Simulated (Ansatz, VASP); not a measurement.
**One calculation of As, two programs**

File INCAR:

```
  ALGO = Normal
  EDIFF = 1E-8
  ENCUT = 520
  GGA = PE
  ISIF = 2
  ISMEAR = -1
  LASPH = True
  LCHARG = False
  LEFG = True
  LREAL = False
  LWAVE = False
  NBANDS = 8
  NELM = 60
  PREC = Accurate
  SIGMA = 0.05
```

File KPOINTS:

```
k-points
0
Gamma
  16 16 16
```

POSCAR

```
As
1.0
   -1.6714935086      1.6714935086      1.7092427942
    1.6714935086     -1.6714935086      1.7092427942
    1.6714935086      1.6714935086     -1.7092427942
As
1
Direct
    0.0000000000      0.0000000000      0.0000000000
```

Input for Ansatz:

```yaml
crystal:
  lattice:
    - [-1.6714935086, 1.6714935086, 1.7092427942]
    - [1.6714935086, -1.6714935086, 1.7092427942]
    - [1.6714935086, 1.6714935086, -1.7092427942]
  atoms:
    - { symbol: As, position: [0.0, 0.0, 0.0] }
kpoints:
  mp_grid: { grid: [16, 16, 16] }
scf:
  occupations: { method: fermi_dirac, width: 0.05 }
hamiltonian:
  xc: pbe
  pseudopotentials: { kind: paw }
output:
  forces: true
  stress: true
  eigenvalues: true
  efg: { contact_densities: true }
```

Change from the starting cell: z stretched by +1.5 % at fixed volume, PAW files.

Alike in both runs: task electric field gradients; functional PBE; k mesh 16 × 16 × 16; occupations fermi-dirac, width 0.05 eV; no spin polarisation.

|  | VASP | Ansatz |
| --- | --- | --- |
| version | VASP 6.6.1 | Ansatz 0.2.0 |
| potentials or method | VASP PAW PBE potentials, release 64 (As) | PAW with Ansatz's default frozen-core files, scalar-relativistic |
| plane-wave cutoff (eV) | 520 | 420 |
| valence electrons in the cell | 5 | 15 |

```tsv
	VASP	Ansatz	Ansatz less VASP
pressure (GPa)	0.0	0.0	-0.07
largest component of the traceless stress (GPa)	0.57	0.57	+0.003
Vzz of the field gradient on the site that differs most (V/Å²)	-1.0	-1.1	-0.14
```

The two sets of potentials don't hold the same shells in valence.
